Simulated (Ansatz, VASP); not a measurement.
## TaN: VASP beside Ansatz

```xyz
6
Lattice="5.1289 0.0253 -0.0343 -2.5425 4.5052 0.0313 -0.0192 0.0091 2.9375" Properties=species:S:1:pos:R:3 pbc="T T T"
Ta    0.0000    0.0000    0.0000
Ta    2.5622    1.5232    1.4563
Ta    0.0050    3.0165    1.4782
N    -0.9988    1.7699    0.0123
N     1.5703    2.7507   -0.0018
N     2.0149    0.0100   -0.0135
```

Change from the starting cell: cell strained at random at fixed volume.

Alike in both runs: task band structure; functional BLYP; dispersion D4; k mesh 6 × 6 × 9; occupations gaussian, width 0.01 eV; no spin polarisation.

|  | VASP | Ansatz |
| --- | --- | --- |
| version | VASP 6.6.1 | Ansatz 0.2.0 |
| potentials or method | VASP PAW PBE potentials, release 64 (Ta, N) | Ansatz PAW |
| plane-wave cutoff (eV) | 500 | 420 |
| valence electrons in the cell | 30 | 54 |

VASP gave:

```
gap on the k mesh at the Fermi level (eV)       : none
pressure (GPa)                                  : 8.0
largest component of the traceless stress (GPa) : 6.20
rms of the force components (eV/Å)              : 0.127
dispersion energy (meV/atom)                    : -564.9
```

Q: Estimate Ansatz's values.

A: gap on the k mesh at the Fermi level (eV): none; pressure (GPa): 6.1; largest component of the traceless stress (GPa): 5.99; rms of the force components (eV/Å): 0.109; dispersion energy (meV/atom): -564.9.

Atom by atom the forces differ by 0.038 eV/Å (rms over components). A gap of «none» marks a metal or a gap that the smearing closes. The two sets of potentials don't hold the same shells in valence.

Caveats: spin-orbit coupling is left out, which moves the levels of the heavy elements; pairwise dispersion overbinds metals, which lowers pressure and volume; the PAW data sets were made with another functional, which shifts forces and pressure a little (VASP); the pressure holds a Pulay correction of +0.5 GPa for the finite cutoff (Ansatz); the PAW data sets come from PBE, with cores solved anew for the run's functional, which leaves a small shift of forces and pressure (Ansatz).
